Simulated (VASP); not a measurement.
## Ti: relaxation of shape and atoms at fixed volume with PBE

The system is Ti.

```
CELL_PARAMETERS angstrom
2.94589 0.00000 0.00000
-1.47294 2.55121 0.00000
0.00000 0.00000 4.63710
ATOMIC_POSITIONS crystal
Ti 0.33333 0.66667 0.25000
Ti 0.66667 0.33333 0.75000
```

The cell isn't the ideal one: a relaxed cell with its volume scaled by 1.02.

```
Program                : VASP 6.6.1
Task                   : relaxation of shape and atoms at fixed volume
Functional             : PBE
Potentials or basis    : VASP PAW PBE potentials, release 64 (Ti)
Cutoff                 : 300 eV
k mesh                 : 8 × 8 × 4
Occupations            : methfessel-paxton, width 0.1 eV
Spin                   : no spin polarisation
Further INCAR settings : ALGO = Normal; EDIFF = 1e-07; IBRION = 2; EDIFFG = -0.01; NSW = 40; ISIF = 4
```

```
Pressure after relaxing : -2.2 GPa
Band gap on the k mesh  : none (metal or under the smearing width)
```

Final structure:
```
Ti
1.0
     2.94589    0.00000    0.00000
    -1.47294    2.55121    0.00000
     0.00000    0.00000    4.63710
Ti
2
Direct
  0.33333 0.66667 0.25000
  0.66667 0.33333 0.75000
```

Levels at points of the mesh, in eV from the Fermi level:
| k point | band 1 | band 2 | band 3 | band 4 | band 5 | band 6 | band 7 | band 8 |
| --- | --- | --- | --- | --- | --- | --- | --- | --- |
| (0.00, 0.00, 0.00) | -6.16 | -2.69 | 0.68 | 0.68 | 0.74 | 0.83 | 1.18 | 1.18 |
| (0.50, 0.00, 0.00) | -2.36 | -2.19 | -1.87 | -0.69 | 0.37 | 0.57 | 1.10 | 3.18 |
| (0.00, 0.00, 0.50) | -4.30 | -4.30 | 0.04 | 0.04 | 0.58 | 0.58 | 0.58 | 0.58 |
| (0.50, 0.00, 0.50) | -2.56 | -2.56 | -0.85 | -0.85 | 1.23 | 1.23 | 1.61 | 1.61 |

It took 3.1 s on 1 thread of Intel(R) Xeon(R) 6975P-C (Granite Rapids), on a shared host, peak memory 0.12 GiB.

Caveat: the relaxation stopped at its first step, so nothing moved.
